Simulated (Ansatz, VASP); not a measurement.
# CsBr in VASP and in Ansatz

```
Cs Br
1.0
     4.30278    0.00000    0.00000
     0.00000    4.30278    0.00000
     0.00000    0.00000    4.30278
Cs Br
1 1
Direct
  0.00000 0.00000 0.00000
  0.50000 0.50000 0.50000
```

Alike in both runs: functional PBE; dispersion D3(BJ); k mesh 6 × 6 × 6; occupations gaussian, width 0.02 eV; no spin polarisation.

Ansatz relaxed the structure, and its values are those at the end. VASP's run is a single point on that final structure, the one shown.

|  | VASP | Ansatz |
| --- | --- | --- |
| version | VASP 6.6.1 | Ansatz 0.2.0 |
| potentials or method | VASP PAW PBE potentials, release 64 (Cs_sv, Br) | scalar-relativistic, plane waves, PAW |
| plane-wave cutoff (eV) | 520 | 420 |
| valence electrons in the cell | 16 | 16 |

|  | VASP | Ansatz | Ansatz less VASP |
| --- | --- | --- | --- |
| gap on the k mesh at the Fermi level (eV) | 4.47 | 4.49 | +0.014 |
| least direct gap on the mesh (eV) | 4.48 | 4.49 | +0.010 |
| pressure (GPa) | 0.1 | 0.0 | -0.05 |

Caveats: spin-orbit coupling is left out, which moves the levels of the heavy elements.
